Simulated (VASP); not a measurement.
Here is a VASP 6.6.1 calculation.

The input INCAR:

```
  PREC = Accurate
  ENCUT = 900
  EDIFF = 1E-6
  ISMEAR = 0
  SIGMA = 0.1
  LREAL = F
  LASPH = T
  NELM = 80
  ALGO = Normal
  ISIF = 2
  LWAVE = F
  LCHARG = F
  GGA = PS
  NBANDS = 20
```

File KPOINTS:

```
regular mesh
0
Gamma
  18 18 10
```

POSCAR

```
Nb
1.0
    2.8321900000      0.0000000000      0.0000000000
   -1.4160900000      2.4527500000      0.0000000000
    0.0000000000      0.0000000000      5.1814900000
Nb
2
Direct
    0.3333300000      0.6666700000      0.2500000000
    0.6666700000      0.3333300000      0.7500000000
```

Potentials or basis: VASP PAW PBE potentials, release 64 (Nb_sv).

Run with:

```sh
$ cat potpaw_PBE.64/Nb_sv/POTCAR > POTCAR
$ mpirun -np 1 vasp_std > vasp.out
```

Question: What does it give for the band gap on the k mesh?

Answer: None (metal or under the smearing width).

Question: Predict the pressure.

Answer: 0.1 GPa.

Caveat: the PAW data sets were made with another functional, which shifts forces and pressure a little.
